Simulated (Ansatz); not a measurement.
A crystal relaxed with r2SCAN in Ansatz has space group P-3m1 (No. 164) and a = 3.935 Å, c = 6.126 Å.

```tsv
atom	site	x	y	z
La	2d	0.6667	0.3333	0.7538
Xx	2d	0.6667	0.3333	0.3539
Xx	1a	0.0000	0.0000	0.0000
```

With r2SCAN the valence top lies at L and the conduction bottom at K, 4.23 eV higher; the smallest vertical gap, at K, is 4.35 eV. PBE gives an indirect gap of 3.84 eV, from L to M; the least direct gap is 3.97 eV at K. A second conduction valley, at K, lies only 19 meV higher, so their order isn't settled. Meshes: r2SCAN 12×12×4, PBE 12×12×4. r2SCAN's ε∞ is 4.5 along x and y, 4.4 along z.

Problem. Which element is Xx?
A. Te
B. O
C. S
D. Se

Solution. B. Xx is O: A-La2O3 (relaxed group P-3m1). La has 7 O at 2.37–2.73 Å; O has 4 La at 2.37–2.45 Å; O has 6 La at 2.73 Å.

Calculated for a static, non-magnetic cell.

Spin-orbit coupling is left out.

For a response run the program warns that the ground state's bands aren't all converged, so ε∞ carries an extra error.
